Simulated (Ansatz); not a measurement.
Crystal: AgBr.

```xyz
2
Lattice="0.0000 2.8702 2.8702 2.8702 0.0000 2.8702 2.8702 2.8702 0.0000" Properties=species:S:1:pos:R:3 pbc="T T T"
Ag    0.0000    0.0000    0.0000
Br    2.8702    2.8702    2.8702
```

| Quantity | Value |
| --- | --- |
| Program | Ansatz 0.2.0 |
| Task | relaxation of cell and atoms |
| Functional | BLYP |
| Potentials or basis | all-electron LAPW, scalar-relativistic |
| Basis error allowed | 0.001 eV/atom |
| k mesh | 8 × 8 × 8 |
| Occupations | fermi-dirac, width 0.05 eV |
| Spin | no spin polarisation |

At the start: volume 23.64 Å³/atom.

Task: Where does the relaxation end?

Result: Over 4 steps the energy falls by 57.5 meV/atom and the volume is 27.16 Å³/atom (+14.9 %); space group Fm-3m (No. 225, to 0.05 Å).

Step by step:
| step | energy change (eV) | largest force (eV/Å) | volume (Å³) |
| --- | --- | --- | --- |
| 1 | 0.0000 | 0.0000 | 47.29 |
| 2 | -0.1148 | 0.0000 | 54.55 |
| 3 | -0.1150 | 0.0000 | 54.32 |
| 4 | -0.1150 | 0.0000 | 54.32 |

Final structure:
```yaml
crystal:
  lattice:
    - [0.00000, 3.00583, 3.00583]
    - [3.00583, 0.00000, 3.00583]
    - [3.00583, 3.00583, 0.00000]
  atoms:
    - { symbol: Ag, position: [0.00000, 0.00000, 0.00000] }
    - { symbol: Br, position: [0.50000, 0.50000, 0.50000] }
```

Caveat: the volume moved by +15 % from the deposited cell, more than functionals usually miss.
